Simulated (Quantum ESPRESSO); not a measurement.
Fe under changes of volume

One of the cells (12.019 Å³/atom); the others are scaled copies at fixed shape and fractional positions:

```
Fe
1.0
    -1.44300    1.44300    1.44300
     1.44300   -1.44300    1.44300
     1.44300    1.44300   -1.44300
Fe
1
Cartesian
  0.0000 0.0000 0.0000
```

```yaml
Program: Quantum ESPRESSO 7.5
Functional: LDA
Potentials_or_basis: GBRV 1.5 LDA
Cutoff: 762 eV
Density_cutoff: 6095 eV
k_mesh: 13 × 13 × 13
Occupations: fermi-dirac, width 0.05 eV
Spin: collinear spin, ferromagnetic start
Starting_moments: "[3.0] μB"
```

```tsv
volume (Å³/atom)	energy over the lowest point (meV/atom)	pressure (GPa)	moment (μB per cell)
11.298	0.00	-16.8	2.14
11.538	27.78	-20.0	2.18
11.778	60.01	-22.4	2.23
12.019	95.18	-24.3	2.29
12.259	?	?	?
12.499	172.30	-27.0	2.42
12.740	213.09	-27.6	2.50
```

Task: What does the run at 12.259 Å³/atom give?

Result: Energy over the lowest point 132.65 meV/atom; pressure -25.8 GPa; moment 2.36 μB per cell.

Worked out: A Birch-Murnaghan fit of order 3 (a polynomial in V^(-2/3)) to the other rows has no minimum within the range. It gives 132.89 meV/atom at 12.259 Å³/atom, against the run's 132.65, and -dE/dV = -25.8 GPa, against -25.8. A parabola through the other rows of the moment, of slope 0.279 μB per Å³/atom there, gives 2.35 μB, against the run's 2.36.

Energies are extrapolated to zero smearing.
